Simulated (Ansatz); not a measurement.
The system is SnTe.

```
Te Sn
1.0
     0.00000    3.61115    3.61115
     3.61115    0.00000    3.61115
     3.61115    3.61115    0.00000
Te Sn
1 1
Direct
  0.25000 0.25000 0.25000
  0.00000 0.00000 0.00000
```

Measurements of this composition are mostly on another form, of space group No. 225.

| Property | Result |
| --- | --- |
| Program | Ansatz 0.2.0 |
| Task | relaxation of cell and atoms |
| Functional | HSE03 |
| Potentials or basis | Ansatz PAW |
| Cutoff | 420 eV (not typed: the program's choice for these potentials) |
| k mesh | 4 × 4 × 4 |
| Occupations | fermi-dirac, width 0.05 eV |
| Spin | no spin polarisation |

At the start: volume 47.09 Å³/atom.

Task: Where does the relaxation end?

Result: It ends after 4 steps and the volume is 45.88 Å³/atom (-2.6 %); space group F-43m (No. 216, to 0.05 Å).

Step by step:
```tsv
step	energy change (eV)	largest force (eV/Å)	volume (Å³)
1	0.0000	0.0000	94.18
2	-0.0048	0.0000	91.97
3	-0.0049	0.0000	91.76
4	-0.0046	0.0000	91.76
```

Final structure:
```cif
data_structure
_symmetry_space_group_name_H-M 'P 1'
_symmetry_Int_Tables_number 1
_cell_length_a 5.0627
_cell_length_b 5.0627
_cell_length_c 5.0627
_cell_angle_alpha 60.000
_cell_angle_beta 60.000
_cell_angle_gamma 60.000
_cell_volume 91.76
loop_
_atom_site_label
_atom_site_type_symbol
_atom_site_fract_x
_atom_site_fract_y
_atom_site_fract_z
_atom_site_occupancy
Te1 Te 0.25000 0.25000 0.25000 1
Sn1 Sn 0.00000 0.00000 0.00000 1
```

Caveat: the k mesh is coarse (spacing up to 0.38 Å⁻¹), so the values aren't converged, least of all with exact exchange; the plane-wave basis is chosen anew once the cell has moved, so the energies of steps on either side of that aren't comparable; the PAW data sets come from PBE, with cores solved anew for the run's functional, which leaves a small shift of forces and pressure.
